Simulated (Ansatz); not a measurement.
A Al13Cu8 cell: a crystal with Al atoms taken out, relaxed.

```yaml
crystal:
  lattice:
    - [4.01270, -4.01283, 5.48329]
    - [-3.90437, -4.05688, -5.59104]
    - [4.06389, 3.90450, -5.59609]
  atoms:
    - { symbol: Al, position: [0.75074, 0.12541, 0.87624] }
    - { symbol: Al, position: [0.76325, 0.13092, 0.38936] }
    - { symbol: Al, position: [0.24807, 0.12125, 0.87531] }
    - { symbol: Al, position: [0.25203, 0.12318, 0.38239] }
    - { symbol: Al, position: [0.73851, 0.61106, 0.86928] }
    - { symbol: Al, position: [0.24639, 0.61794, 0.87672] }
    - { symbol: Al, position: [0.26171, 0.38429, 0.13098] }
    - { symbol: Al, position: [0.25151, 0.37852, 0.62403] }
    - { symbol: Al, position: [0.74157, 0.37663, 0.12219] }
    - { symbol: Al, position: [0.74804, 0.37900, 0.61817] }
    - { symbol: Al, position: [0.24027, 0.86907, 0.61564] }
    - { symbol: Al, position: [0.74998, 0.86472, 0.13593] }
    - { symbol: Al, position: [0.75520, 0.87725, 0.62227] }
    - { symbol: Cu, position: [0.00293, 0.25089, 0.75427] }
    - { symbol: Cu, position: [0.99824, 0.24846, 0.24887] }
    - { symbol: Cu, position: [0.49674, 0.24552, 0.74920] }
    - { symbol: Cu, position: [0.48433, 0.22300, 0.24300] }
    - { symbol: Cu, position: [0.01020, 0.75354, 0.76928] }
    - { symbol: Cu, position: [0.02667, 0.75327, 0.23676] }
    - { symbol: Cu, position: [0.50413, 0.75274, 0.75515] }
    - { symbol: Cu, position: [0.47170, 0.76406, 0.24571] }
```

Computed with DFT r2SCAN, scalar-relativistic, plane waves, PAW (Ansatz 0.2.0).

Cutoff 500 eV; k points 4×4×5 on the computed 21-atom cell (Γ-centred); Gaussian smearing, width 0.10 eV; no spin polarisation.

Q: Describe its local order.

A: Counting as bonded all pairs within 1.3 times the summed covalent radii:

```json
{"atom → neighbour": "Al → Al", "mean count": "4.77", "mean length (Å)": "2.84", "spread (Å)": "0.06"}
{"atom → neighbour": "Al → Cu", "mean count": "4.00", "mean length (Å)": "2.47", "spread (Å)": "0.04"}
{"atom → neighbour": "Cu → Al", "mean count": "6.50", "mean length (Å)": "2.47", "spread (Å)": "0.04"}
```

Angles between all pairs of such bonds at an atom (mean ± spread): 98 ± 33° at Al, 103 ± 36° at Cu.

Q: Does it have a gap?

A: It has no gap on the mesh. Levels at Γ next to the Fermi level (eV from it): -1.93, -1.51, -1.26, -1.10, -0.89, -0.48, 0.84, 1.15, 1.23, 1.44, 1.57, 1.67.

The final mesh leaves forces up to 0.25 eV/Å and stresses up to 1.0 GPa: the relaxation ran on a coarser mesh, so the cell's shape, its bonds and its energy belong partly to that mesh.

The k mesh is coarse.

Cost: 2 runs of about 22 core-minutes in all (earlier runs that led there not counted), on AMD EPYC 7R43 (Zen 3) (shared hosts).